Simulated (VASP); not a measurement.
Input of a VASP 6.6.1 run:

File INCAR:

```
SYSTEM = Si
  PREC = Accurate
  ENCUT = 520
  EDIFF = 1E-6
  ISMEAR = 0
  SIGMA = 0.03
  LREAL = .False.
  LASPH = .True.
  NELM = 80
  ALGO = Fast
  ISIF = 2
  LWAVE = .False.
  LCHARG = .False.
  NBANDS = 11
```

Contents of KPOINTS:

```
Automatic mesh
0
Gamma
  10 10 10
  0 0 0
```

File POSCAR:

```
Si                                      
1.0
    0.0000000000      2.7342968687      2.7342968687
    2.7342968687      0.0000000000      2.7342968687
    2.7342968687      2.7342968687      0.0000000000
  Si            
     2
Direct
     0.7500000000000000    0.7500000000000000    0.7500000000000000
     0.5000000000000000    0.5000000000000000    0.5000000000000000
```

KPOINTS_OPT

```
explicit points
209
Reciprocal
 0.0000000000  0.0000000000  0.0000000000 1
 0.0263157895  0.0000000000  0.0263157895 1
 0.0526315789  0.0000000000  0.0526315789 1
 0.0789473684  0.0000000000  0.0789473684 1
 0.1052631579  0.0000000000  0.1052631579 1
 0.1315789474  0.0000000000  0.1315789474 1
[... 201 lines left out ...]
 0.4250000000  0.0000000000  0.4250000000 1
 0.4500000000  0.0000000000  0.4500000000 1
```

Potentials or basis: VASP PAW LDA potentials, release 64 (Si).

Launch:

```bash
$ cat potpaw_LDA.64/Si/POTCAR > POTCAR
$ mpirun -np 1 vasp_std > vasp.out
```

**Question.** What does it give for the pressure?

**Answer.** -3.3 GPa.

**Question.** What does it give for the band gap along the path?

**Answer.** 0.50 eV, indirect (least direct gap 2.51 eV).

**Question.** What does it give for the band gap on the k mesh?

**Answer.** 0.51 eV, indirect (least direct gap 2.51 eV).

Levels at the corners of the path, in eV from the valence-band top:
| point | band 1 | band 2 | band 3 | band 4 | band 5 | band 6 | band 7 | band 8 | band 9 |
| --- | --- | --- | --- | --- | --- | --- | --- | --- | --- |
| Γ | -11.82 | 0.00 | 0.00 | 0.00 | 2.51 | 2.51 | 2.51 | 2.97 | 7.59 |
| X | -7.75 | -7.75 | -2.80 | -2.80 | 0.64 | 0.64 | 9.80 | 9.80 | 10.86 |
| X | -7.75 | -7.75 | -2.80 | -2.80 | 0.64 | 0.64 | 9.80 | 9.80 | 10.86 |
| W | -7.59 | -7.59 | -3.79 | -3.79 | 4.18 | 4.18 | 4.85 | 4.85 | 10.35 |
| W | -7.59 | -7.59 | -3.79 | -3.79 | 4.18 | 4.18 | 4.85 | 4.85 | 10.35 |
| K | -8.16 | -7.17 | -4.24 | -2.38 | 1.13 | 4.02 | 7.31 | 7.81 | 7.95 |
| K | -8.16 | -7.17 | -4.24 | -2.38 | 1.13 | 4.02 | 7.31 | 7.81 | 7.95 |
| Γ | -11.82 | 0.00 | 0.00 | 0.00 | 2.51 | 2.51 | 2.51 | 2.97 | 7.59 |
| Γ | -11.82 | 0.00 | 0.00 | 0.00 | 2.51 | 2.51 | 2.51 | 2.97 | 7.59 |
| L | -9.53 | -6.89 | -1.18 | -1.18 | 1.35 | 3.30 | 3.30 | 7.48 | 10.46 |
| L | -9.53 | -6.89 | -1.18 | -1.18 | 1.35 | 3.30 | 3.30 | 7.48 | 10.46 |
| U | -8.16 | -7.17 | -4.24 | -2.38 | 1.13 | 4.02 | 7.31 | 7.81 | 7.95 |
| U | -8.16 | -7.17 | -4.24 | -2.38 | 1.13 | 4.02 | 7.31 | 7.81 | 7.95 |
| W | -7.59 | -7.59 | -3.79 | -3.79 | 4.18 | 4.18 | 4.85 | 4.85 | 10.35 |
| W | -7.59 | -7.59 | -3.79 | -3.79 | 4.18 | 4.18 | 4.85 | 4.85 | 10.35 |
| L | -9.53 | -6.89 | -1.18 | -1.18 | 1.35 | 3.30 | 3.30 | 7.48 | 10.46 |
| L | -9.53 | -6.89 | -1.18 | -1.18 | 1.35 | 3.30 | 3.30 | 7.48 | 10.46 |
| K | -8.16 | -7.17 | -4.24 | -2.38 | 1.13 | 4.02 | 7.31 | 7.81 | 7.95 |
| U | -8.16 | -7.17 | -4.24 | -2.38 | 1.13 | 4.02 | 7.31 | 7.81 | 7.95 |
| X | -7.75 | -7.75 | -2.80 | -2.80 | 0.64 | 0.64 | 9.80 | 9.80 | 10.86 |

A hybrid or GW would open this gap; LDA tends to underestimate it.
